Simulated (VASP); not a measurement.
# C (Fd-3m) in VASP: notebook, part 2 of 3

VASP 6.6.1. The steps go on from the part before.

## Step 3: Dielectric tensor, PBE

File INCAR:

```
PREC = Accurate
ENCUT = 600
EDIFF = 1E-8
ISMEAR = 0
SIGMA = 0.03
LREAL = F
LASPH = T
NELM = 80
ALGO = Normal
ISIF = 2
LWAVE = F
LCHARG = F
GGA = PE
LEPSILON = T
```

File KPOINTS:

```
Automatic mesh
0
Monkhorst-Pack
  22 22 22
```

File POSCAR:

```
C                                       
1.0
    0.0000000000      1.7858054497      1.7858054497
    1.7858054497      0.0000000000      1.7858054497
    1.7858054497      1.7858054497      0.0000000000
  C             
     2
Direct
     0.0000000000000000    0.0000000000000000    0.0000000000000000
     0.2500000000000000    0.2500000000000000    0.2500000000000000
```

Potentials or basis: VASP PAW PBE potentials, release 64 (C).

Command:

```
cat potpaw_PBE.64/C/POTCAR > POTCAR
mpirun -np 1 vasp_std > vasp.out
```

OUTCAR:

```text
PREC = Accurate
   ENCUT = 600
   EDIFF = 1E-8
   ISMEAR = 0
   LREAL = F
   LASPH = T
   NELM = 80
   ISIF = 2
   GGA = PE
   LEPSILON = T

 ion  position               nearest neighbor table
   1  0.000  0.000  0.000-   2 1.55   2 1.55   2 1.55   2 1.55
   2  0.250  0.250  0.250-   1 1.55   1 1.55   1 1.55   1 1.55

  LATTYP: Found a face centered cubic cell.
 ALAT       =     3.5716108994

  Lattice vectors:

 A1 = (   0.0000000000,   1.7858054497,   1.7858054497)
 A2 = (   1.7858054497,   0.0000000000,   1.7858054497)
 A3 = (   1.7858054497,   1.7858054497,   0.0000000000)

Analysis of symmetry for initial positions (statically):
=====================================================================
 Subroutine PRICEL returns:
 Original cell was already a primitive cell.

 Routine SETGRP: Setting up the symmetry group for a
 face centered cubic supercell.

 Subroutine GETGRP returns: Found 48 space group operations
 (whereof 24 operations were pure point group operations)
 out of a pool of 48 trial point group operations.

The static configuration has the point symmetry T_d .
 The point group associated with its full space group is O_h .

Analysis of symmetry for dynamics (positions and initial velocities):
=====================================================================
 Subroutine PRICEL returns:
 Original cell was already a primitive cell.

 Routine SETGRP: Setting up the symmetry group for a
 face centered cubic supercell.

 Subroutine GETGRP returns: Found 48 space group operations
 (whereof 24 operations were pure point group operations)
 out of a pool of 48 trial point group operations.

The dynamic configuration has the point symmetry T_d .
 The point group associated with its full space group is O_h .

 Subroutine INISYM returns: Found 48 space group operations
[... 444 lines left out ...]
           5.961294     0.000000    -0.000000
           0.000000     5.961294     0.000000
          -0.000000     0.000000     5.961294
 ------------------------------------------------------

 Free energy of the ion-electron system (eV)
  ---------------------------------------------------
  ---------------------------------------------------
  free energy    TOTEN  =        -0.16458392 eV

  energy without entropy =       -0.16458392

------------------------ aborting loop because EDIFF is reached ----------------------------------------

--------------------------------------- Ionic step        2  -------------------------------------------

------------------------ aborting loop because EDIFF is reached ----------------------------------------

--------------------------------------- Ionic step        3  -------------------------------------------

 Free energy of the ion-electron system (eV)
  ---------------------------------------------------
  ---------------------------------------------------
  free energy    TOTEN  =        -0.16458393 eV

  energy without entropy =       -0.16458393

------------------------ aborting loop because EDIFF is reached ----------------------------------------

 PIEZOELECTRIC TENSOR FIELD DIRECTION 3  (e Angst)
 -----------------------------------------------------------------------------
    -0.00038 -0.00000  0.00000           ( -0.00000  0.00000  0.00000)
     0.00000 -0.00038  0.00000           (  0.00000 -0.00000  0.00000)
     0.00000  0.00000  0.00051           (  0.00000  0.00000 -0.00000)

 PIEZOELECTRIC TENSOR FIELD DIRECTION 3  (C/m^2)
 -----------------------------------------------------------------------------
    -0.00054 -0.00000  0.00000
     0.00000 -0.00054  0.00000
     0.00000  0.00000  0.00071

 MACROSCOPIC STATIC DIELECTRIC TENSOR (including local field effects in DFT)
 ------------------------------------------------------
           5.854023     0.000000     0.000000
           0.000000     5.854023     0.000000
           0.000000    -0.000000     5.854023
 ------------------------------------------------------

 PIEZOELECTRIC TENSOR (including local field effects)  for field in x, y, z        (e  Angst)
          XX          YY          ZZ          XY          YZ          ZX
  --------------------------------------------------------------------------------
  x    -0.00000     0.00000     0.00000     0.00000    -0.00000     0.00000
  y    -0.00000    -0.00000     0.00000     0.00000     0.00000    -0.00000
  z     0.00000    -0.00000     0.00000    -0.00000     0.00000     0.00000

 PIEZOELECTRIC TENSOR (including local field effects)  for field in x, y, z        (C/m^2)
          XX          YY          ZZ          XY          YZ          ZX
  --------------------------------------------------------------------------------
  x    -0.00000     0.00000     0.00000     0.00000    -0.00000     0.00000
  y    -0.00000    -0.00000     0.00000     0.00000     0.00000    -0.00000
  z     0.00000    -0.00000     0.00000    -0.00000     0.00000     0.00000

 BORN EFFECTIVE CHARGES (including local field effects) (in |e|, cummulative output)
 ---------------------------------------------------------------------------------
 ion    1
    1     0.00000     0.00000     0.00000
    2     0.00000     0.00000     0.00000
    3     0.00000     0.00000    -0.00000
 ion    2
    1    -0.00000     0.00000     0.00000
    2     0.00000    -0.00000     0.00000
    3     0.00000     0.00000     0.00000
```

OSZICAR:

```text
N       E                     dE             d eps       ncg     rms          rms(c)
DAV:   1     0.239422346556E+01    0.23942E+01   -0.55206E+03 16728   0.111E+03
DAV:   2    -0.186743976305E+02   -0.21069E+02   -0.20044E+02 25112   0.121E+02
DAV:   3    -0.188200066096E+02   -0.14561E+00   -0.14561E+00 17840   0.131E+01
[... 14 lines left out ...]
RMM:   3    -0.155623371844E+00    0.51242E-03   -0.75532E-04 71104   0.260E-01    0.425E-01
RMM:   4    -0.163773304044E+00   -0.81499E-02   -0.11297E-03 70059   0.332E-01    0.387E-02
RMM:   5    -0.164534650019E+00   -0.76135E-03   -0.20022E-05 71288   0.427E-02    0.364E-03
RMM:   6    -0.164567169461E+00   -0.32519E-04   -0.21732E-07 74928   0.496E-03    0.188E-03
RMM:   7    -0.164582982060E+00   -0.15813E-04   -0.12196E-07 73001   0.415E-03    0.184E-04
RMM:   8    -0.164583974906E+00   -0.99285E-06   -0.63782E-10 69459   0.273E-04    0.499E-05
RMM:   9    -0.164583925034E+00    0.49873E-07   -0.72225E-11 62092   0.110E-04    0.458E-06
```

stdout:

```text
POSCAR found type information on POSCAR C
 POSCAR found :  1 types and       2 ions
 scaLAPACK will be used
 LDA part: xc-table for (Slater+PW92), standard interpolation
 -----------------------------------------------------------------------------
|                                                                             |
[... 38 lines left out ...]
 Linear response to external field, progress :
  Direction:   1
 dielectric tensor                  component  1 :     5.854     0.082    -0.082
 Linear response to external field, progress :
  Direction:   2
 dielectric tensor                  component  2 :     0.082     5.854    -0.082
 Linear response to external field, progress :
  Direction:   3
 dielectric tensor                  component  3 :     0.179    -0.179     5.854
 Born effective charges drift removed
```

It took 20 min on 1 thread of Intel Xeon Platinum 8259CL at 2.50GHz (Skylake/Cascade Lake), shared host; peak memory 0.78 GiB.

What came out:

```
Electronic dielectric tensor (diagonal) : 5.85
Born charges (mean of the diagonal)     : C +0.00 e
```

Levels at points of the mesh, in eV from the valence-band top:
| k point | band 2 | band 3 | band 4 | band 5 | band 6 | band 7 |
| --- | --- | --- | --- | --- | --- | --- |
| (0.02, 0.02, 0.02) | -0.08 | 0.00 | 0.00 | 5.64 | 5.64 | 5.67 |

Electronic dielectric tensor:
```
5.85 0.00 0.00
0.00 5.85 0.00
0.00 0.00 5.85
```

Born effective charge tensors (e):
atom 1, C
```
0.00 0.00 0.00
0.00 0.00 0.00
0.00 0.00 0.00
```
atom 2, C
```
0.00 0.00 0.00
0.00 0.00 0.00
0.00 0.00 0.00
```

## Step 4: Phonons, PBEsol

This run uses another cell than the first one, of 5.62 Å³/atom, 0.986 times its volume.

File POSCAR:

```
C
1.0
    0.0000000000      1.7774542777      1.7774542777
    1.7774542777      0.0000000000      1.7774542777
    1.7774542777      1.7774542777      0.0000000000
  C
     2
Direct
     0.0000000000000000    0.0000000000000000    0.0000000000000000
     0.2500000000000000    0.2500000000000000    0.2500000000000000
```

File INCAR.step1:

```
PREC     = Accurate       # precision mode
ENCUT    = 600            # plane-wave cutoff, eV
EDIFF    = 1E-8           # SCF threshold, eV
ISMEAR   = 0              # smearing method
SIGMA    = 0.03           # smearing width, eV
LREAL    = F              # projectors in reciprocal space
LASPH    = T              # aspherical terms in the spheres
NELM     = 80             # most SCF steps
ALGO     = Normal         # electronic algorithm
ISIF     = 3              # what is computed and relaxed
LWAVE    = F              # write WAVECAR
LCHARG   = F              # write CHGCAR
GGA      = PS             # functional
IBRION   = 2              # ionic algorithm
NSW      = 40             # ionic steps
EDIFFG   = -0.002         # ionic threshold
```

File INCAR.step2:

```
PREC     = Accurate       # precision mode
ENCUT    = 600            # plane-wave cutoff, eV
EDIFF    = 1E-8           # SCF threshold, eV
ISMEAR   = 0              # smearing method
SIGMA    = 0.03           # smearing width, eV
LREAL    = F              # projectors in reciprocal space
LASPH    = T              # aspherical terms in the spheres
NELM     = 80             # most SCF steps
ALGO     = Normal         # electronic algorithm
ISIF     = 2              # what is computed and relaxed
LWAVE    = F              # write WAVECAR
LCHARG   = F              # write CHGCAR
GGA      = PS             # functional
IBRION   = 6              # ionic algorithm
NFREE    = 2            
POTIM    = 0.015          # step
NSW      = 1              # ionic steps
```

File KPOINTS:

```
Automatic mesh
0
Gamma
  14 14 14
```

Potentials or basis: VASP PAW PBE potentials, release 64 (C).

Command:

```
cat potpaw_PBE.64/C/POTCAR > POTCAR
cp INCAR.step1 INCAR
mpirun -np 1 vasp_std > vasp.out
cp CONTCAR POSCAR
cp INCAR.step2 INCAR
mpirun -np 1 vasp_std > vasp.out
```

OUTCAR:

```text
PREC = Accurate
   ENCUT = 600
   EDIFF = 1E-8
   ISMEAR = 0
   LREAL = F
   LASPH = T
   NELM = 80
   ISIF = 2
   GGA = PS
   IBRION = 6
   NFREE = 2
   POTIM = 0.015
   NSW = 1

 ion  position               nearest neighbor table
   1  0.000  0.000  0.000-   2 1.54   2 1.54   2 1.54   2 1.54
   2  0.250  0.250  0.250-   1 1.54   1 1.54   1 1.54   1 1.54

  LATTYP: Found a face centered cubic cell.
 ALAT       =     3.5549085554

  Lattice vectors:

[... 576 lines left out ...]
  x     0.00000    -0.00000    -0.00000     0.00000     4.01141     0.00000
  y     0.00000     0.00000     0.00000     0.00000     0.00000     4.01141
  z    -0.00000    -0.00000     0.00000     4.01141     0.00000     0.00000

 INTERNAL STRAIN TENSOR FOR ION    2 for displacements in x,y,z  (eV/Angst):
          X           Y           Z          XY          YZ          ZX
  --------------------------------------------------------------------------------
  x    -0.00000     0.00000     0.00000     0.00000    -4.01141     0.00000
  y    -0.00000    -0.00000    -0.00000     0.00000     0.00000    -4.01141
  z     0.00000     0.00000    -0.00000    -4.01141     0.00000     0.00000

 Eigenvectors and eigenvalues of the dynamical matrix
 ----------------------------------------------------

   1 f  =   39.232951 THz   246.507901 2PiTHz 1308.670381 cm-1   162.254375 meV
             X         Y         Z           dx          dy          dz
      0.000000  0.000000  0.000000     0.000000   -0.707107    0.000000
      0.888727  0.888727  0.888727     0.000000    0.707107    0.000000
[... 21 lines left out ...]
   6 f  =    0.000000 THz     0.000000 2PiTHz    0.000000 cm-1     0.000000 meV
             X         Y         Z           dx          dy          dz
      0.000000  0.000000  0.000000     0.000000    0.000000    0.707107
      0.888727  0.888727  0.888727     0.000000    0.000000    0.707107

 ELASTIC MODULI CONTR FROM IONIC RELAXATION (kBar)
 Direction    XX          YY          ZZ          XY          YZ          ZX
 --------------------------------------------------------------------------------
 XX          -0.0000     -0.0000      0.0000      0.0000     -0.0000     -0.0000
 YY          -0.0000     -0.0000     -0.0000      0.0000      0.0000     -0.0000
 ZZ           0.0000     -0.0000     -0.0000     -0.0000      0.0000     -0.0000
 XY           0.0000      0.0000     -0.0000    -60.6917      0.0000      0.0000
 YZ          -0.0000      0.0000      0.0000      0.0000    -60.6917      0.0000
 ZX          -0.0000     -0.0000     -0.0000      0.0000      0.0000    -60.6917
 --------------------------------------------------------------------------------
```

OUTCAR.step1:

```text
PREC = Accurate
   ENCUT = 600
   EDIFF = 1E-8
   ISMEAR = 0
   LREAL = F
   LASPH = T
   NELM = 80
[... 491 lines left out ...]
      0.00000      0.00000      0.00000        -0.000000     -0.000000      0.000000
      0.88873      0.88873      0.88873         0.000000      0.000000     -0.000000
 -----------------------------------------------------------------------------------
    total drift:                                0.000000      0.000000      0.000000

  FREE ENERGIE OF THE ION-ELECTRON SYSTEM (eV)
  ---------------------------------------------------
  free  energy   TOTEN  =       -19.2543270781 eV

  energy  without entropy=      -19.2543270781  energy(sigma->0) =      -19.25432708

 reached required accuracy - stopping structural energy minimisation
```

OSZICAR.step1:

```text
N       E                     dE             d eps       ncg     rms          rms(c)
DAV:   1     0.120233753237E+01    0.12023E+01   -0.55387E+03  1720   0.111E+03
DAV:   2    -0.197880782782E+02   -0.20990E+02   -0.20524E+02  2528   0.121E+02
DAV:   3    -0.199356980161E+02   -0.14762E+00   -0.14762E+00  1824   0.131E+01
DAV:   4    -0.199358906273E+02   -0.19261E-03   -0.19261E-03  2416   0.517E-01
DAV:   5    -0.199358906809E+02   -0.53640E-07   -0.53640E-07  1760   0.584E-03    0.563E+00
DAV:   6    -0.194303475515E+02    0.50554E+00   -0.38842E-01  1712   0.486E+00    0.333E+00
DAV:   7    -0.192542676295E+02    0.17608E+00   -0.42881E-01  1992   0.517E+00    0.709E-01
DAV:   8    -0.192543168484E+02   -0.49219E-04   -0.15466E-03  1712   0.486E-01    0.305E-02
DAV:   9    -0.192543221579E+02   -0.53095E-05   -0.34055E-05  2440   0.554E-02    0.231E-02
DAV:  10    -0.192543271834E+02   -0.50255E-05   -0.32096E-06  1832   0.215E-02    0.445E-03
DAV:  11    -0.192543270774E+02    0.10595E-06   -0.28553E-08  2304   0.170E-03    0.103E-03
DAV:  12    -0.192543270781E+02   -0.66046E-09   -0.24389E-09  1024   0.594E-04
   1 F= -.19254327E+02 E0= -.19254327E+02  d E =-.192543E+02
```

It took 26 s on 1 thread of Intel Xeon 6975P-C (Granite Rapids), shared host; peak memory 0.17 GiB.

What came out:

* Highest phonon frequency at Γ: 1309 cm⁻¹

Phonon frequencies in cm⁻¹ (negative: imaginary):
```tsv
q point	frequencies
(0.000, 0.000, 0.000)	0 0 0 1309 1309 1309
```

Caveat: the PAW data sets were made with another functional, which shifts forces and pressure a little.

(Continued in part 3 of 3.)
